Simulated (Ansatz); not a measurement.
This Sn structure is the end of a relaxation. The cell was found from a structure generator's guess, not taken from experiment.

Theory: DFT PBE, scalar-relativistic, plane waves, PAW in Ansatz. Cutoff 420 eV, Γ-centred mesh, Gaussian smearing, no spin polarisation.

```
Sn
1.0
    -2.00334    2.00334    1.72970
     2.00334   -2.00334    1.72970
     2.00334    2.00334   -1.72970
Sn
1
Direct
  0.50000 0.50000 0.00000
```

Energies count from the standard state of Sn at the same level. The references include grey tin.

Task: Find its symmetry and describe it.

Result: I4/mmm (No. 139). Conventional cell: a = 4.007 Å, c = 3.459 Å. Around Sn lie 10 Sn at 3.32–3.46 Å and 4 Sn at 4.01 Å.

Task: How far does it lie from the standard state of Sn?

Result: +0.06 eV/atom. It lies above the standard state, so it could only be metastable.

Task: Is it a metal?

Result: Yes, bands cross the Fermi level on the 20×20×20 mesh.

The last run used a 20×20×20 mesh for its 1-atom cell and Gaussian smearing of 0.10 eV. A structure relaxed within its symmetry needn't be a true minimum. Another cell of Sn relaxed alike, in P6/mmm, lies 21 meV/atom lower, so this cell isn't the stable form at this level.
